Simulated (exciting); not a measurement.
# SnTe (Fm-3m) in exciting: settings compared, part 2 of 2

exciting (release sodium). Earlier steps stand in the parts before.

### 3 Band structure, PBE

File input.xml:

```xml
<input>
  <title>SnTe</title>
  <structure speciespath="./" tshift="false">
    <crystal scale="1">
      <basevect>0.000000000000 5.954243559777 5.954243559777</basevect>
      <basevect>5.954243559777 0.000000000000 5.954243559777</basevect>
      <basevect>5.954243559777 5.954243559777 0.000000000000</basevect>
    </crystal>
    <species speciesfile="Te.xml" rmt="2.3">
      <atom coord="0.500000000000 0.500000000000 0.500000000000"/>
    </species>
    <species speciesfile="Sn.xml" rmt="2.3">
      <atom coord="0.000000000000 0.000000000000 0.000000000000"/>
    </species>
  </structure>
  <groundstate do="fromscratch" ngridk="7 7 7" rgkmax="9" gmaxvr="14" lmaxapw="10" lmaxmat="10" lmaxvr="8" xctype="GGA_PBE" stype="Fermi Dirac" swidth="0.00183747" nempty="10" ValenceRelativity="iora*" epsengy="1e-05" epspot="1e-05" maxscl="60" outputlevel="high"/>
  <properties>
    <bandstructure>
      <plot1d>
        <path steps="80">
          <point coord="0 0 0" label="G"/>
          <point coord="0.5 0 0.5" label="X"/>
          <point coord="0.5 0.25 0.75" label="W"/>
          <point coord="0.375 0.375 0.75" label="K"/>
          <point coord="0 0 0" label="G"/>
          <point coord="0.5 0.5 0.5" label="L"/>
          <point coord="0.625 0.25 0.625" label="U"/>
          <point coord="0.5 0.25 0.75" label="W"/>
          <point coord="0.5 0.5 0.5" label="L"/>
          <point coord="0.375 0.375 0.75" label="K" breakafter="true"/>
          <point coord="0.625 0.25 0.625" label="U"/>
          <point coord="0.5 0 0.5" label="X"/>
        </path>
      </plot1d>
    </bandstructure>
    <dos nwdos="300" winddos="-0.6 0.5" inttype="tetra" ngrdos="100" nsmdos="1"/>
  </properties>
</input>
```

Potentials or basis: all-electron LAPW+lo, shipped species files, valence relativity iora*.

Started as:

```bash
$ OMP_NUM_THREADS=1 exciting_smp
```

INFO.OUT:

```text
================================================================================
EXCITING SODIUM started
All units are atomic (Hartree, Bohr, etc.)
================================================================================

********************************************************************************
* Ground-state run starting from atomic densities                              *
********************************************************************************

++++++++++++++++++++++++++++++++++++++++++++++++++++++++++++++++++++++++++++++++
+ Starting initialization                                                      +
++++++++++++++++++++++++++++++++++++++++++++++++++++++++++++++++++++++++++++++++

 Lattice vectors (cartesian) :
      0.0000000000      5.9542435598      5.9542435598
      5.9542435598      0.0000000000      5.9542435598
      5.9542435598      5.9542435598      0.0000000000

 Reciprocal lattice vectors (cartesian) :
     -0.5276224632      0.5276224632      0.5276224632
      0.5276224632     -0.5276224632      0.5276224632
[... 612 lines left out ...]
 Fermi energy                               :         0.23543819
 Kinetic energy                             :     13692.95377740
 Coulomb energy                             :    -26327.44279838
 Exchange energy                            :      -336.01296186
 Correlation energy                         :        -5.51345447
 Sum of eigenvalues                         :     -7859.69359881
 Effective potential energy                 :    -21552.64737621
 Coulomb potential energy                   :    -21106.88996539
 xc potential energy                        :      -445.75741083
 Hartree energy                             :      4135.15830798
 Electron-nuclear energy                    :    -29377.20658134
 Nuclear-nuclear energy                     :     -1085.39452502
 Madelung energy                            :    -15773.99781569
 Core-electron kinetic energy               :         0.00000000

 DOS at Fermi energy (states/Ha/cell)       :         0.09613228

 Electron charges :
     core                                   :        66.00000000
     core leakage                           :         0.00251254
     valence                                :        36.00000000
     interstitial                           :         5.66445141
     charge in muffin-tin spheres :
                  atom     1    Te          :        49.01942778
                  atom     2    Sn          :        47.31612082
     total charge in muffin-tins            :        96.33554859
     total charge                           :       102.00000000

++++++++++++++++++++++++++++++++++++++++++++++++++++++++++++++++++++++++++++++++
+ Self-consistent loop stopped                                                 +
++++++++++++++++++++++++++++++++++++++++++++++++++++++++++++++++++++++++++++++++
 STATE.OUT is written

********************************************************************************
* Groundstate module stopped                                                   *
********************************************************************************

================================================================================
| EXCITING SODIUM stopped                                                      =
================================================================================
```

Run time: 2.2 min. Hardware: 1 thread of Arm Neoverse V1, shared host; peak memory 0.15 GiB.

Results:

```yaml
Free_energy: -353095.3681 eV
Band_gap_along_the_path: 0.09 eV, direct
All_electrons_inside_the_program's_atomic_spheres: Te 49.02; Sn 47.32 (radii Te 2.3, Sn 2.3 bohr)
```

Levels at the corners of the path, in eV from the Fermi level:
| point | band 16 | band 17 | band 18 | band 19 | band 20 | band 21 |
| --- | --- | --- | --- | --- | --- | --- |
| Γ | -2.23 | -2.23 | -2.23 | 3.27 | 3.27 | 3.27 |
| X | -5.65 | -3.82 | -3.82 | 2.12 | 4.84 | 4.84 |
| W | -4.90 | -4.90 | -0.90 | 0.77 | 4.56 | 4.56 |
| K | -5.25 | -3.33 | -2.79 | 2.95 | 3.01 | 4.13 |
| Γ | -2.23 | -2.23 | -2.23 | 3.27 | 3.27 | 3.27 |
| L | -1.89 | -1.89 | -0.06 | 0.03 | 0.29 | 0.29 |
| U | -5.25 | -3.33 | -2.79 | 2.95 | 3.01 | 4.13 |
| W | -4.90 | -4.90 | -0.90 | 0.77 | 4.56 | 4.56 |
| L | -1.89 | -1.89 | -0.06 | 0.03 | 0.29 | 0.29 |
| K | -5.25 | -3.33 | -2.79 | 2.95 | 3.01 | 4.13 |
| U | -5.25 | -3.33 | -2.79 | 2.95 | 3.01 | 4.13 |
| X | -5.65 | -3.82 | -3.82 | 2.12 | 4.84 | 4.84 |

States per cell in windows of 0.5 eV (zero at the Fermi level; states under -8 eV left out):
```
from (eV)  total
     -8.0   0.80
     -7.5   0.54
     -7.0   0.26
     -6.5   0.09
     -6.0   0.07
     -5.5   0.23
     -5.0   0.34
     -4.5   0.54
     -4.0   0.78
     -3.5   0.84
     -3.0   0.83
     -2.5   0.86
     -2.0   0.53
     -1.5   0.71
     -1.0   0.28
     -0.5   0.02
      0.0   0.11
      0.5   0.86
      1.0   0.79
      1.5   0.60
      2.0   0.64
      2.5   0.86
      3.0   0.83
      3.5   0.67
      4.0   0.69
      4.5   0.88
      5.0   0.71
      5.5   0.42
      6.0   0.39
      6.5   0.56
      7.0   0.64
      7.5   0.72
```

Caveat: this odd mesh misses L, where the gap lies, so gap, dielectric constants and Born charges aren't listed; the tetrahedron DOS on this energy grid can lose part of the weight of narrow d or f bands; spin-orbit coupling is left out, which moves the levels of the heavy elements.

### 4 Band structure, PBE, spin-orbit coupling, no magnetisation

input.xml: that of step 3 with these lines changed.

```diff
@@ -15,3 +15,5 @@
   </structure>
-  <groundstate do="fromscratch" ngridk="7 7 7" rgkmax="9" gmaxvr="14" lmaxapw="10" lmaxmat="10" lmaxvr="8" xctype="GGA_PBE" stype="Fermi Dirac" swidth="0.00183747" nempty="10" ValenceRelativity="iora*" epsengy="1e-05" epspot="1e-05" maxscl="60" outputlevel="high"/>
+  <groundstate do="fromscratch" ngridk="5 5 5" rgkmax="9" gmaxvr="14" lmaxapw="10" lmaxmat="10" lmaxvr="8" xctype="GGA_PBE" stype="Fermi Dirac" swidth="0.00183747" nempty="20" ValenceRelativity="iora*" epsengy="1e-05" epspot="1e-05" maxscl="60" outputlevel="normal">
+    <spin spinorb="true"/>
+  </groundstate>
   <properties>
@@ -35,3 +37,32 @@
     </bandstructure>
-    <dos nwdos="300" winddos="-0.6 0.5" inttype="tetra" ngrdos="100" nsmdos="1"/>
+    <chargedensityplot>
+      <plot3d>
+        <box grid="23 23 23">
+          <origin coord="0 0 0"/>
+          <point coord="1 0 0"/>
+          <point coord="0 1 0"/>
+          <point coord="0 0 1"/>
+        </box>
+      </plot3d>
+    </chargedensityplot>
+    <elfplot>
+      <plot3d>
+        <box grid="23 23 23">
+          <origin coord="0 0 0"/>
+          <point coord="1 0 0"/>
+          <point coord="0 1 0"/>
+          <point coord="0 0 1"/>
+        </box>
+      </plot3d>
+    </elfplot>
+    <exccplot>
+      <plot3d>
+        <box grid="23 23 23">
+          <origin coord="0 0 0"/>
+          <point coord="1 0 0"/>
+          <point coord="0 1 0"/>
+          <point coord="0 0 1"/>
+        </box>
+      </plot3d>
+    </exccplot>
   </properties>
```

Started as:

```bash
$ OMP_NUM_THREADS=1 exciting_smp
```

Wall time 3.8 min (1 thread of Arm Neoverse V1, shared host); peak memory 0.21 GiB.

It converged, with:

```
Band gap along the path                           : 0.23 eV, direct
All electrons inside the program's atomic spheres : Te 49.02; Sn 47.31 (radii Te 2.3, Sn 2.3 bohr)
```

Levels at the corners of the path, in eV from the Fermi level:
```tsv
point	band 32	band 33	band 34	band 35	band 36	band 37	band 38	band 39	band 40	band 41
Γ	-2.70	-1.91	-1.91	-1.91	-1.91	2.80	2.80	3.59	3.59	3.59
X	-5.62	-3.98	-3.98	-3.56	-3.56	2.17	2.17	4.55	4.55	5.24
W	-4.95	-4.78	-4.78	-0.85	-0.85	0.83	0.83	4.51	4.51	4.72
K	-5.22	-3.34	-3.34	-2.68	-2.68	2.81	2.81	3.24	3.24	4.20
Γ	-2.70	-1.91	-1.91	-1.91	-1.91	2.80	2.80	3.59	3.59	3.59
L	-2.14	-1.58	-1.58	-0.11	-0.11	0.12	0.12	0.30	0.30	0.51
U	-5.22	-3.34	-3.34	-2.68	-2.68	2.81	2.81	3.24	3.24	4.20
W	-4.95	-4.78	-4.78	-0.85	-0.85	0.83	0.83	4.51	4.51	4.72
L	-2.14	-1.58	-1.58	-0.11	-0.11	0.12	0.12	0.30	0.30	0.51
K	-5.22	-3.34	-3.34	-2.68	-2.68	2.81	2.81	3.24	3.24	4.20
U	-5.22	-3.34	-3.34	-2.68	-2.68	2.81	2.81	3.24	3.24	4.20
X	-5.62	-3.98	-3.98	-3.56	-3.56	2.17	2.17	4.55	4.55	5.24
```

Caveat: this odd mesh misses L, where the gap lies, so gap, dielectric constants and Born charges aren't listed; total energies with spin-orbit coupling aren't reliable in this program, so none is listed and the log's shouldn't be used.

### 5 Against experiment

Step 3. Against the measured gap of SnTe, 0.18 eV (direct; 300 K; a printed reference work, textbook), the calculated 0.09 eV is off by -0.09 eV. Spin-orbit coupling on Sn, Te is left out. The value is that of PBE, without temperature or zero-point motion. Semilocal functionals fall short of measured gaps as a rule.

Step 4. A measured gap of SnTe is 0.18 eV (direct; 300 K; a printed reference work, textbook); the calculated 0.23 eV misses it by +0.05 eV. The value is that of PBE, without temperature or zero-point motion.
